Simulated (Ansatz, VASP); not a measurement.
**GaN in VASP and in Ansatz**

INCAR

```
PREC     = Accurate       # precision mode
ENCUT    = 520            # plane-wave cutoff, eV
EDIFF    = 1E-7           # SCF threshold, eV
ISMEAR   = 0              # smearing method
SIGMA    = 0.022          # smearing width, eV
LREAL    = False          # projectors in reciprocal space
LASPH    = True           # aspherical terms in the spheres
NELM     = 80             # most SCF steps
ALGO     = Normal         # electronic algorithm
ISIF     = 2              # what is computed and relaxed
LWAVE    = False          # write WAVECAR
LCHARG   = True           # write CHGCAR
GGA      = PE             # functional
LELF     = True           # ELF
LVHAR    = True         
NBANDS   = 16             # bands
```

Contents of KPOINTS:

```
regular mesh
0
Gamma
  10 10 10
```

File POSCAR:

```
GaN
1.0
    0.0000000000      2.2535006075      2.2535006075
    2.2535006075      0.0000000000      2.2535006075
    2.2535006075      2.2535006075      0.0000000000
Ga N
1 1
Direct
    0.0000000000      0.0000000000      0.0000000000
    0.2500000000      0.2500000000      0.2500000000
```

File input.yaml:

```yaml
crystal:
  lattice:
    - [0.0, 2.2535006075, 2.2535006075]
    - [2.2535006075, 0.0, 2.2535006075]
    - [2.2535006075, 2.2535006075, 0.0]
  atoms:
    - { symbol: Ga, position: [0.0, 0.0, 0.0] }
    - { symbol: "N", position: [0.25, 0.25, 0.25] }
kpoints:
  mp_grid: { grid: [10, 10, 10] }
scf:
  occupations: { method: gaussian, width: 0.022 }
hamiltonian:
  xc: pbe
  pseudopotentials: { kind: all_electron, lapw: { basis_error: 0.001 } }
output:
  forces: true
  stress: true
  eigenvalues: true
```

The cell is a database's computed one.

Alike in both runs: task single point; functional PBE; k mesh 10 × 10 × 10; occupations gaussian, width 0.022 eV; no spin polarisation.

```csv
,VASP,Ansatz
version,VASP 6.6.1,Ansatz 0.2.0
potentials or method,"VASP PAW PBE potentials, release 64 (Ga_d, N)","all-electron LAPW, scalar-relativistic"
plane-wave cutoff (eV),520,see its input
```

Ansatz gave:

```
gap on the k mesh at the Fermi level (eV) : 1.73
least direct gap on the mesh (eV)         : 1.73
pressure (GPa)                            : 4.9
```

**Question.** Estimate VASP's values.

**Answer.** gap on the k mesh at the Fermi level (eV): 1.72; least direct gap on the mesh (eV): 1.72; pressure (GPa): 5.1.

Ansatz ran all-electron here, so the differences hold the error of VASP's frozen core and of both bases.

As with any semilocal functional, this PBE gap is likely too small.
